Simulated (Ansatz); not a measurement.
# ZnO (zincite) (P6_3mc) in Ansatz: settings compared

One crystal, ZnO (zincite), is run at these levels: LDA, PBEsol, PBE; tasks: phonons, band structure, Born charges and dielectric tensor.

All numbers are computed with Ansatz 0.2.0; they aren't measurements. Logs are shortened: lines on timing, memory, paths and dates and some standing lists are left out, and cuts for length are marked.

**The experiment to reproduce.**

From “Electronic structure of alkaline earth and post-transition metal oxides”, 2009, arxiv:0908.1581, for a bulk crystal of ZnO: band gap 3.37 eV.

How close the calculation comes is told below.

## 1. The structure

The structure is hexagonal, space group P6_3mc (No. 186). Conventional cell: a = 3.249 Å, b = 3.249 Å, c = 5.206 Å, α = 90.00°, β = 90.00°, γ = 120.00°. Zn (site symmetry 3m) is surrounded by 4 O at 1.97 to 1.98 Å. Around O (site symmetry 3m) lie 4 Zn at 1.97 to 1.98 Å.

## 2. Phonons, LDA

The input, input.yaml:

```yaml
crystal:
  lattice:
    - [3.249308, 0.0, 0.0]
    - [-1.624654, 2.8139832727, 0.0]
    - [0.0, 0.0, 5.205709]
  atoms:
    - { symbol: Zn, position: [0.6666666667, 0.3333333333, 0.0] }
    - { symbol: Zn, position: [0.3333333333, 0.6666666667, 0.5] }
    - { symbol: O, position: [0.3333333333, 0.6666666667, 0.87901] }
    - { symbol: O, position: [0.6666666667, 0.3333333333, 0.37901] }
hamiltonian:
  xc: lda
  pseudopotentials: { kind: paw }
kpoints:
  mp_grid: { grid: [7, 7, 4] }
scf:
  occupations: { method: fixed }
phonons:
  method: dfpt
  dielectric: true
  rigid_motions: translations
```

Potentials or basis: Ansatz PAW.

Run with:

```
$ ansatz run input.yaml --threads 2 --pin off --max-ram 5632MiB --backend cpu --events-out ev --progress --plain --runs-dir out
```

Output:

```text
Warning: RAYON_NUM_THREADS=2 ignored (pool sized by the plan → 2); use --threads N
Engine: ansatz 0.2.0, x86_64-unknown-linux-gnu
Pseudopotentials: kind: paw
Pseudopotential: Zn, paw, valence charge 12, recommended cutoff 420 eV (normal), Zn.paw.azcp
Pseudopotential: O, paw, valence charge 6, recommended cutoff 420 eV (normal), O.paw.azcp
Functional definition: SPW92
  exchange = slater_x
  correlation = pw_c
Crystal: 4 atoms, lattice volume = 47.598 Å³
Basis set: ecut = 420 eV, 941 PW (Γ), exchange–correlation on 48×48×72 points (8 copies of the dense FFT grid, shifted against one another)
Bands: 22, of which v1, the nominal top of the filled ones, is band 18 counted from 1 (17 counted from 0)
Symmetry: 12 space group operations
k-points: 60 of 196 (irreducible under 2 space group operations, time reversal used)
Non-local potential: Zn, projectors of the file, l = 0: 2, l = 1: 2, l = 2: 3, l = 3: 1
Non-local potential: O, projectors of the file, l = 0: 2, l = 1: 2, l = 2: 1
PAW form: soft (Blöchl's): semilocal exchange-correlation on the pseudo side does not see the compensation charge
PAW frozen core: Zn, regenerated for the run's functional, and the local potential with it (the file was generated under x = pbe(κ = 0.804, μ = 0.2195149727645171), c = pbe(β = 0.06672455060314922))
PAW frozen core: O, regenerated for the run's functional, and the local potential with it (the file was generated under x = pbe(κ = 0.804, μ = 0.2195149727645171), c = pbe(β = 0.06672455060314922))
PAW one-centre angular grid: Zn, 590 points (default); XC on 64 Gauss nodes
PAW one-centre angular grid: O, 110 points (default); XC on 64 Gauss nodes
Initial density: superposition of atomic densities (neutral atoms: chi_scale 0, normalization atom), corrected by the library's trained network
Initial wavefunctions: pseudopotential atomic-orbital guess
Functional: x = slater, c = lda
SCF iter   1: F=—  HF=-7603.921956 eV  |F-HF|=—  |Δ(HF+E_count)|=         —  Δρ=1.86e-2  dr2=1.41e-1  ethr=1.77e-3  ⟨swp⟩=4.9  Hψ=5093  notcnv=0  defer=119
preconditioner: auto → Resta (q_TF=auto, 2.604 Å⁻¹)  ε∞=7.7  [insulator: Δε(μ)=0.553 eV  Ē_g=12.495 eV  n_scr=22 (ndim 8)  ℏωp=32.3 eV  f_vac=0.035  ε∞_Penn≈7.7]
SCF iter   2: F=—  HF=-7603.885885 eV  |F-HF|=—  |Δ(HF+E_count)|=   3.61e-2  Δρ=3.85e-3  dr2=2.65e-3  ethr=3.92e-4  ⟨swp⟩=3.0  Hψ=2988  notcnv=0  defer=120
SCF iter   3: F=—  HF=-7603.885155 eV  |F-HF|=—  |Δ(HF+E_count)|=   7.30e-4  Δρ=2.06e-3  dr2=1.16e-3  ethr=7.37e-6  ⟨swp⟩=2.0  Hψ=1494  notcnv=0  defer=120
SCF iter   4: F=—  HF=-7603.884782 eV  |F-HF|=—  |Δ(HF+E_count)|=   3.73e-4  Δρ=4.31e-4  dr2=4.96e-5  ethr=3.23e-6  ⟨swp⟩=3.0  Hψ=2518  notcnv=0  defer=120
SCF iter   5: F=—  HF=-7603.884767 eV  |F-HF|=—  |Δ(HF+E_count)|=   1.54e-5  Δρ=1.53e-4  dr2=1.07e-5  ethr=1.38e-7  ⟨swp⟩=2.0  Hψ=2280  notcnv=0
SCF iter   6: F=—  HF=-7603.884769 eV  |F-HF|=—  |Δ(HF+E_count)|=   2.30e-6  Δρ=3.99e-5  dr2=8.56e-7  ethr=2.97e-8  ⟨swp⟩=2.9  Hψ=2423  notcnv=0
SCF iter   7: F=—  HF=-7603.884769 eV  |F-HF|=—  |Δ(HF+E_count)|=   7.46e-8  Δρ=1.09e-5  dr2=6.60e-8  ethr=2.38e-9  ⟨swp⟩=2.0  Hψ=2239  notcnv=0
SCF iter   8: F=—  HF=-7603.884769 eV  |F-HF|=—  |Δ(HF+E_count)|=   1.10e-8  Δρ=1.46e-6  dr2=1.05e-9  ethr=1.83e-10  ⟨swp⟩=2.0  Hψ=2269  notcnv=0
SCF iter   9: F=-7603.884769 eV  HF=-7603.884769 eV  |F-HF|=0.00e0  |Δ(HF+E_count)|=  5.07e-10  Δρ=4.03e-7  dr2=7.94e-11  ethr=1.00e-12  ⟨swp⟩=6.8  Hψ=7542  notcnv=0
SCF 1 converged in 9 iterations: F = -7603.884769 eV  dr2 = 7.94e-11
NSCF: frozen V_eff on 6 k-points
DFPT response loops at Γ: preconditioner auto → Resta (q_TF=auto, 2.604 Å⁻¹)  ε∞=9.0 (no band partly filled); β = 1.00, the filter's whole step (`scf.mixing.beta` (0.50) is not read by the response loops at its default; to damp them type it under 1.00, their step now; it binds the ground state too); Broyden in place of MSR1
── the response to a field inside a basis, on 10×10×6 k-points: an SCF that follows is theirs, and a resumed run solves both again ──
Bands: 19, of which v1, the nominal top of the filled ones, is band 18 counted from 1 (17 counted from 0)
k-points: 90
Initial density: handed on by an earlier stage of this run
Initial wavefunctions: pseudopotential atomic-orbital guess (no wavefunctions were taken with the density)
Eigensolver: Dense (90 Hₖ)
SCF iter   1: F=—  HF=-7603.895640 eV  |F-HF|=—  |Δ(HF+E_count)|=         —  Δρ=8.17e-4  dr2=4.97e-5  ethr=1.00e-1
preconditioner: auto → Resta (q_TF=auto, 2.604 Å⁻¹)  ε∞=11.1  [insulator: Δε(μ)=0.825 eV  Ē_g=10.159 eV  n_scr=22 (ndim 8)  ℏωp=32.3 eV  f_vac=0.032  ε∞_Penn≈11.1]
SCF iter   2: F=—  HF=-7603.895627 eV  |F-HF|=—  |Δ(HF+E_count)|=   1.30e-5  Δρ=4.34e-4  dr2=2.55e-5  ethr=1.38e-7
SCF iter   3: F=—  HF=-7603.895623 eV  |F-HF|=—  |Δ(HF+E_count)|=   3.78e-6  Δρ=1.36e-4  dr2=1.74e-6  ethr=7.09e-8
SCF iter   4: F=—  HF=-7603.895621 eV  |F-HF|=—  |Δ(HF+E_count)|=   2.19e-6  Δρ=2.45e-5  dr2=1.50e-7  ethr=4.83e-9
SCF iter   5: F=-7603.895621 eV  HF=-7603.895621 eV  |F-HF|=2.16e-8  |Δ(HF+E_count)|=   5.01e-8  Δρ=7.07e-6  dr2=8.38e-9  ethr=4.17e-10
SCF 1 converged in 5 iterations: F = -7603.895621 eV  dr2 = 8.38e-9
DFPT response loops at Γ: preconditioner auto → Resta (q_TF=auto, 2.604 Å⁻¹)  ε∞=8.5 (no band partly filled); β = 1.00, the filter's whole step (`scf.mixing.beta` (0.50) is not read by the response loops at its default; to damp them type it under 1.00, their step now; it binds the ground state too); Broyden in place of MSR1
WARN: field response: ε∞ stands inside a basis, on 10×10×6 points; the force constants stand on the 7×7×4 k-mesh, whose period is 8.76 times the interband length at k = (0.0000, 0.0000, 0.0000), direct gap 0.735 eV, under 14: take them and everything formed from them as unconverged, and compare with a denser kpoints.mp_grid
SCF converged after 9 iterations
Free energy (F): -7603.884769 eV
Harris-Foulkes:  -7603.884769 eV  (|F-HF|=0.00e0)
Internal energy: -7603.884769 eV  (E = F + TS)
E sigma→0 (E₀):  -7603.884769 eV
Fermi energy:    6.768312 eV
--- Per-component energies (eV) ---
  E_band       = 48.705612
  E_kinetic    = 609.301038
  E_local      = -4008.115289  (includes V_loc(G=0)·N_el)
  E_nonlocal   = 1343.928571
  E_hartree    = 1638.616580
  E_xc         = -413.436631
  E_vxc        = -290.326187  (∫ρ·V_xc dr)
  E_paw        = -3814.896769  (= ΣΔE_a)
  E_vpaw       = -883.319806  (= ΣTr[D̂ρ^β])
  E_aug_tail   = 0.004350  (compensation charges beyond the density's cutoff)
  E_ewald      = -2962.594745
  E_core_change = 3.308126  (= ΣΔE_core)
  E_smearing   = -0.000000  (= −TS)
  E_closure    = -0.000000  (closes the sum)
  Σ components = -7603.884769   (vs F -7603.884769, Δ=0.00e0)
--- Band table (eV; the first three rows and the last of 60) ---
  k-point 0: bands = ["-11.0319", "-10.2538", "1.0059", "1.0059", "1.0437", "1.0861", "1.2011", "1.2011", "2.1616", "2.1616", "2.3786", "2.3786", "2.6582", "5.9493", "5.9493", "6.6956", "6.7683", "6.7683", "7.5030", "11.8509", "14.8880", "19.4319"]
  k-point 1: bands = ["-10.9238", "-10.3739", "0.8718", "0.9357", "1.0214", "1.0214", "1.1582", "1.1582", "2.2047", "2.2047", "2.3595", "2.3595", "3.3101", "5.7278", "6.0713", "6.0713", "6.6503", "6.6503", "8.6481", "11.3674", "15.3342", "18.9285"]
  k-point 2: bands = ["-10.6549", "-10.6549", "0.7833", "0.7833", "1.0764", "1.0764", "1.0764", "1.0764", "2.2937", "2.2937", "2.2937", "2.2937", "4.5080", "4.5080", "6.3631", "6.3631", "6.3631", "6.3631", "10.1544", "10.1544", "16.7012", "16.7012"]
  k-point 59: bands = ["-10.3725", "-10.1142", "0.7306", "0.8907", "1.2459", "1.3749", "1.5437", "1.6186", "2.1606", "2.2970", "2.4029", "2.5491", "3.1579", "3.7503", "4.4071", "4.5870", "5.5889", "5.8558", "11.7999", "13.5929", "15.1889", "15.3758"]
--- Phonons (Γ-DFPT): 4 representative perturbations + reference, on 60 of 196 k-points (Σ response iterations 16) ---
  k mesh reduced under 2 symmetry operations, with k and −k counted as one. Each operation leaves every solved perturbation unchanged. A smaller set is not considered because the run solves the response to a homogeneous field
  ASR residual: 1.208e-4 → 0.000e0 eV/Å²; symmetrization residual: 1.335e-5 eV/Å²
  ASR residual per site (eV/Å²): 1.21e-4 1.21e-4 1.28e-5 1.28e-5
  Γ frequencies (cm⁻¹): 0.00 0.00 0.00 96.05 96.05 250.42 359.98 364.56 364.56 396.44 396.44 523.71
  ε∞ (high-frequency dielectric tensor):
        5.246366     0.000000     0.000000
       -0.000000     5.246366     0.000000
        0.000000     0.000000     5.292111
  ε⁰ (static dielectric tensor: ions relaxed, cell fixed):
       10.640580     0.000000     0.000000
        0.000000    10.640580    -0.000000
        0.000000    -0.000000    11.094055
  ε⁰ − ε∞ (ionic part):
        5.394213     0.000000    -0.000000
        0.000000     5.394213    -0.000000
       -0.000000    -0.000000     5.801944
  softest optical mode at Γ: 96.05 cm⁻¹; the repairs (sum rule, projections) moved no ω² at Γ by more than (1.80 cm⁻¹)²
  Born effective charges Z* (e; rows j = field, columns β = displacement):
    site 0:
         2.11111    0.00000    0.00000
         0.00000    2.11111    0.00000
        -0.00000    0.00000    2.16197
    site 1:
         2.11111    0.00000   -0.00000
         0.00000    2.11111    0.00000
         0.00000    0.00000    2.16197
    site 2:
        -2.11111   -0.00000    0.00000
        -0.00000   -2.11111   -0.00000
        -0.00000   -0.00000   -2.16197
    site 3:
        -2.11111   -0.00000   -0.00000
        -0.00000   -2.11111   -0.00000
         0.00000   -0.00000   -2.16197
  Z* charge neutrality: 2.056e-3 e pre-enforcement
  solved inside a basis spanned on kpoints, on 10×10×6 k-points transformed towards the longest dipole: ε∞ is read to err by 2.2e-2, Z* by 2.2e-2 e (field_mesh: kpoints solves on kpoints); Z* is corrected for what the basis lacks
  optical modes at Γ without the LO–TO term, one row a degenerate level:
      ω (cm⁻¹)  modes    IR ((D/Å)²/amu)
         96.05      2             0.0000
        250.42      1             0.0000
        359.98      1            16.7790
        364.56      2            31.9978
        396.44      2             0.0000
        523.71      1             0.0000
  optical modes at Γ + LO–TO along q̂ = [1.0000, 0.0000, 0.0000]:
      ω (cm⁻¹)  modes    IR ((D/Å)²/amu)
         96.05      2             0.0000
        250.42      1             0.0000
        359.98      1            16.7790
        364.56      1            15.9989
        396.44      2             0.0000
        519.18      1            15.9989
        523.71      1             0.0000
  optical modes at Γ + LO–TO along q̂ = [0.0000, 1.0000, 0.0000]:
      ω (cm⁻¹)  modes    IR ((D/Å)²/amu)
         96.05      2             0.0000
        250.42      1             0.0000
        359.98      1            16.7790
        364.56      1            15.9989
        396.44      2             0.0000
        519.18      1            15.9989
        523.71      1             0.0000
  optical modes at Γ + LO–TO along q̂ = [0.0000, 0.0000, 1.0000]:
      ω (cm⁻¹)  modes    IR ((D/Å)²/amu)
         96.05      2             0.0000
        250.42      1             0.0000
        364.56      2            31.9978
        396.44      2             0.0000
        521.21      1            16.7790
        523.71      1             0.0000
```

Wall time 2 min (2 threads of Intel Xeon at 2.50GHz (Skylake/Cascade Lake), shared host); peak memory 0.72 GiB.

What came out:

```
Free energy                                             : -7603.8848 eV
Band gap on the k mesh                                  : 0.73 eV, direct
Electronic dielectric tensor (diagonal)                 : 5.25, 5.25, 5.29
Born charges (mean of the diagonal)                     : Zn +2.13; O -2.13 e
Highest phonon frequency at Γ, LO-TO splitting left out : 524 cm⁻¹
Static dielectric tensor (diagonal)                     : 10.64, 10.64, 11.09
```

Phonon frequencies in cm⁻¹ (negative: imaginary):
```tsv
q point	frequencies
(0.000, 0.000, 0.000)	0 0 0 96 96 250 360 365 365 396 396 524
```

Electronic dielectric tensor:
```
5.25 0.00 0.00
0.00 5.25 0.00
0.00 0.00 5.29
```

Born effective charge tensors (e):
atom 1, Zn
```
2.11 0.00 0.00
0.00 2.11 0.00
0.00 0.00 2.16
```
atom 2, Zn
```
2.11 0.00 0.00
0.00 2.11 0.00
0.00 0.00 2.16
```
atom 3, O
```
-2.11  0.00  0.00
 0.00 -2.11  0.00
 0.00  0.00 -2.16
```
atom 4, O
```
-2.11  0.00  0.00
 0.00 -2.11  0.00
 0.00  0.00 -2.16
```

Static dielectric tensor, electrons and zone-centre modes:
```
10.64  0.00  0.00
 0.00 10.64  0.00
 0.00  0.00 11.09
```

Caveat: odd divisions of the mesh miss points on the zone boundary, where band edges often lie, so the gap on the mesh can be too wide; the PAW data sets come from PBE, with cores solved anew for the run's functional, which leaves a small shift of forces and pressure.

## 3. Band structure, PBEsol

input.yaml: that of step 2 with these lines changed.

```diff
@@ -11,11 +11,19 @@
 hamiltonian:
-  xc: lda
+  xc: pbesol
   pseudopotentials: { kind: paw }
 kpoints:
-  mp_grid: { grid: [7, 7, 4] }
+  mp_grid: { grid: [9, 9, 5] }
+  band_path:
+    path:
+      - [[0.0, 0.0, 0.0], [0.5, 0.0, 0.0], [0.3333333333, 0.3333333333, 0.0], [0.0, 0.0, 0.0], [0.0, 0.0, 0.5], [0.5, 0.0, 0.5], [0.3333333333, 0.3333333333, 0.5], [0.0, 0.0, 0.5]]
+      - [[0.5, 0.0, 0.5], [0.5, 0.0, 0.0]]
+      - [[0.3333333333, 0.3333333333, 0.0], [0.3333333333, 0.3333333333, 0.5]]
+    npoints: 14
 scf:
-  occupations: { method: fixed }
-phonons:
-  method: dfpt
-  dielectric: true
-  rigid_motions: translations
+  occupations: { method: fermi_dirac, width: 0.05 }
+  n_extra_bands: 10
+output:
+  forces: true
+  stress: true
+  eigenvalues: true
+  fatbands: false
```

Potentials or basis: Ansatz PAW.

Run with:

```
$ ansatz run input.yaml --threads 2 --pin off --max-ram 5632MiB --backend cpu --events-out ev --progress --plain --runs-dir out
```

Run time: 10 s. Hardware: 2 threads of Intel Xeon at 2.50GHz (Skylake/Cascade Lake), shared host; peak memory 0.38 GiB.

Results (log left out):

```yaml
Free_energy: -7684.2544 eV
Pressure: -1.4 GPa
Largest_force: 0.062 eV/Å
Band_gap_on_the_k_mesh: 0.70 eV, direct
Band_gap_along_the_path: 0.70 eV, direct
```

Forces on the atoms (eV/Å):
```
Zn   0.000  0.000 -0.062
Zn   0.000  0.000 -0.062
O    0.000  0.000  0.062
O    0.000  0.000  0.062
```

Stress tensor (GPa, compression positive):
```
-2.00  0.00  0.00
 0.00 -2.00  0.00
 0.00  0.00 -0.34
```

Levels at the corners of the path, in eV from the valence-band top:
| point | band 15 | band 16 | band 17 | band 18 | band 19 | band 20 | band 21 | band 22 |
| --- | --- | --- | --- | --- | --- | --- | --- | --- |
| Γ | -0.82 | -0.07 | 0.00 | 0.00 | 0.70 | 5.12 | 8.14 | 12.75 |
| M | -2.85 | -2.30 | -1.30 | -0.83 | 5.70 | 6.72 | 7.49 | 8.43 |
| K | -3.53 | -1.93 | -1.93 | -1.73 | 7.53 | 7.62 | 7.62 | 8.01 |
| Γ | -0.82 | -0.07 | 0.00 | 0.00 | 0.70 | 5.12 | 8.14 | 12.75 |
| A | -0.40 | -0.40 | -0.40 | -0.40 | 3.38 | 3.38 | 10.00 | 10.00 |
| L | -1.52 | -1.52 | -1.36 | -1.36 | 5.60 | 5.60 | 8.35 | 8.35 |
| H | -2.71 | -2.71 | -1.24 | -1.24 | 7.87 | 7.87 | 7.93 | 7.93 |
| A | -0.40 | -0.40 | -0.40 | -0.40 | 3.38 | 3.38 | 10.00 | 10.00 |
| L | -1.52 | -1.52 | -1.36 | -1.36 | 5.60 | 5.60 | 8.35 | 8.35 |
| M | -2.85 | -2.30 | -1.30 | -0.83 | 5.70 | 6.72 | 7.49 | 8.43 |
| K | -3.53 | -1.93 | -1.93 | -1.73 | 7.53 | 7.62 | 7.62 | 8.01 |
| H | -2.71 | -2.71 | -1.24 | -1.24 | 7.87 | 7.87 | 7.93 | 7.93 |

Caveat: the pressure holds a Pulay correction of +0.8 GPa for the finite cutoff; the PAW data sets come from PBE, with cores solved anew for the run's functional, which leaves a small shift of forces and pressure.

## 4. Born charges and dielectric tensor, LDA

The input, input.yaml:

```yaml
crystal:
  lattice:
    - [3.249308, 0.0, 0.0]
    - [-1.624654, 2.8139832727, 0.0]
    - [0.0, 0.0, 5.205709]
  atoms:
    - { symbol: Zn, position: [0.6666666667, 0.3333333333, 0.0] }
    - { symbol: Zn, position: [0.3333333333, 0.6666666667, 0.5] }
    - { symbol: O, position: [0.3333333333, 0.6666666667, 0.87901] }
    - { symbol: O, position: [0.6666666667, 0.3333333333, 0.37901] }
hamiltonian:
  xc: lda
  pseudopotentials: { kind: paw }
kpoints:
  mp_grid: { grid: [9, 9, 5] }
scf:
  occupations: { method: fixed }
output:
  eigenvalues: true
dielectric:
  method: response
```

Potentials or basis: Ansatz PAW.

Run with:

```
$ ansatz run input.yaml --threads 2 --pin off --max-ram 5632MiB --backend cpu --events-out ev --progress --plain --runs-dir out
```

Output:

```text
Warning: RAYON_NUM_THREADS=2 ignored (pool sized by the plan → 2); use --threads N
[... 7 set-up lines as earlier in the session ...]
Crystal: 4 atoms, lattice volume = 47.598 Å³
Basis set: ecut = 420 eV, 941 PW (Γ), exchange–correlation on 48×48×72 points (8 copies of the dense FFT grid, shifted against one another)
Bands: 22, of which v1, the nominal top of the filled ones, is band 18 counted from 1 (17 counted from 0)
[... 1 set-up line as earlier in the session ...]
k-points: 115 of 405 (irreducible under 2 space group operations, time reversal used)
[... 5 set-up lines as earlier in the session ...]
[... 61 lines left out ...]
--- Dielectric response (ions clamped): 3 representative field directions + reference, inside a basis on a mesh of 1568 k-points (Σ response iterations 21) ---
  ε∞ (high-frequency dielectric tensor):
        5.247141     0.000000     0.000000
       -0.000000     5.247141     0.000000
        0.000000     0.000000     5.283852
  Born effective charges Z* (e; rows j = field, columns β = displacement):
    site 0:
         2.11095    0.00000    0.00000
         0.00000    2.11095    0.00000
        -0.00000    0.00000    2.16058
    site 1:
         2.11095    0.00000    0.00000
         0.00000    2.11095    0.00000
         0.00000    0.00000    2.16058
    site 2:
        -2.11095   -0.00000    0.00000
        -0.00000   -2.11095   -0.00000
        -0.00000   -0.00000   -2.16058
    site 3:
        -2.11095   -0.00000   -0.00000
         0.00000   -2.11095   -0.00000
         0.00000   -0.00000   -2.16058
  Z* charge neutrality: 2.380e-3 e pre-enforcement
  solved inside a basis spanned on kpoints, on 14×14×8 k-points transformed towards the longest dipole: ε∞ is read to err by 1.9e-2, Z* by 1.4e-2 e (field_mesh: kpoints solves on kpoints); Z* is corrected for what the basis lacks
```

It took 2.2 min on 2 threads of Intel Xeon at 2.50GHz (Skylake/Cascade Lake), shared host; peak memory 1.2 GiB.

Results:

| Item | Value |
| --- | --- |
| Free energy | -7603.8856 eV |
| Band gap on the k mesh | 0.74 eV, direct |
| Electronic dielectric tensor (diagonal) | 5.25, 5.25, 5.28 |
| Born charges (mean of the diagonal) | Zn +2.13; O -2.13 e |

Levels at points of the mesh, in eV from the valence-band top:
| k point | band 14 | band 15 | band 16 | band 17 | band 18 | band 19 | band 20 | band 21 | band 22 |
| --- | --- | --- | --- | --- | --- | --- | --- | --- | --- |
| (0.00, 0.00, 0.00) | -0.82 | -0.82 | -0.07 | 0.00 | 0.00 | 0.74 | 5.08 | 8.12 | 12.66 |

Electronic dielectric tensor:
```
5.25 0.00 0.00
0.00 5.25 0.00
0.00 0.00 5.28
```

Born effective charge tensors (e):
atom 1, Zn
```
2.11 0.00 0.00
0.00 2.11 0.00
0.00 0.00 2.16
```
atom 2, Zn
```
2.11 0.00 0.00
0.00 2.11 0.00
0.00 0.00 2.16
```
atom 3, O
```
-2.11  0.00  0.00
 0.00 -2.11  0.00
 0.00  0.00 -2.16
```
atom 4, O
```
-2.11  0.00  0.00
 0.00 -2.11  0.00
 0.00  0.00 -2.16
```

Caveat: odd divisions of the mesh miss points on the zone boundary, where band edges often lie, so the gap on the mesh can be too wide; the PAW data sets come from PBE, with cores solved anew for the run's functional, which leaves a small shift of forces and pressure.

(Continued in part 2 of 2.)
